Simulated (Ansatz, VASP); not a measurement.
Ir in VASP and in Ansatz

```
CELL_PARAMETERS angstrom
3.74698 0.00000 0.00000
0.71548 3.09120 0.00000
-0.29845 0.63344 2.67972
ATOMIC_POSITIONS crystal
Ir 0.33054 0.38032 0.87717
Ir 0.76773 0.61699 0.53015
```

Alike in both runs: task relaxation of cell and atoms; functional PBE; k mesh 6 × 6 × 6; occupations gaussian, width 0.1 eV; no spin polarisation.

```csv
,VASP,Ansatz
version,VASP 6.6.1,Ansatz 0.2.0
potentials or method,"VASP PAW PBE potentials, release 64 (Ir)","scalar-relativistic, plane waves, PAW"
plane-wave cutoff (eV),600,420
valence electrons in the cell,18,34
```

```tsv
	VASP	Ansatz	Ansatz less VASP
gap on the k mesh at the Fermi level, each at its own relaxed structure (eV)	none	none	-
relaxed volume (Å³/atom)	15.39	14.48	-0.907
relaxed cell length with the largest relative difference (Å)	4.266	3.837	-0.4287
energy change over the relaxation (meV/atom)	-1585	-1866	-280.6
```

A gap of «none» marks a metal or a gap that the smearing closes. One of these differences is far larger than is usual between the two programs; its cause wasn't traced. The two sets of potentials don't hold the same shells in valence.

Caveats: the k mesh is coarse (spacing up to 0.39 Å⁻¹), so the values aren't converged. The runs have no spin-orbit coupling, so splittings on Ir are missing.
